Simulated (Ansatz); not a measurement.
Runs of Ansatz 0.2.0 on Ti. It takes space group Fm-3m (No. 225, cubic). The conventional cell has a = 4.060 Å, b = 4.060 Å, c = 4.060 Å, α = 90.00°, β = 90.00°, γ = 90.00°. Around Ti (site symmetry m-3m) lie 12 Ti at 2.87 Å. This isn't the form of Ti at room conditions, which is hcp.

| task | level | cell | cutoff (eV) | smearing | gap on the mesh (eV) | pressure (GPa) |
| --- | --- | --- | --- | --- | --- | --- |
| single point | PBEsol | as given | 224 | gaussian 0.02 eV | none | -0.9 |
| band structure | LDA | as given | 224 | methfessel-paxton 0.2 eV | - | (a) |
| single point | PBEsol | the cell as VASP's run set it | 224 | gaussian 0.02 eV | none | -0.9 |
| single point | LDA | as given | 224 | gaussian 0.02 eV | none | -5.3 |
| single point | PBE | as given | 225 | gaussian 0.05 eV | none | 3.9 |

Alike in all rows: potentials or basis all-electron LAPW, scalar-relativistic; no spin polarisation; k mesh 11 × 11 × 11; basis error allowed 0.001 eV/atom.

Task: Estimate the missing entries.

Result: (a) -5.2.

A gap of «none» marks a metal or a gap under the smearing width.
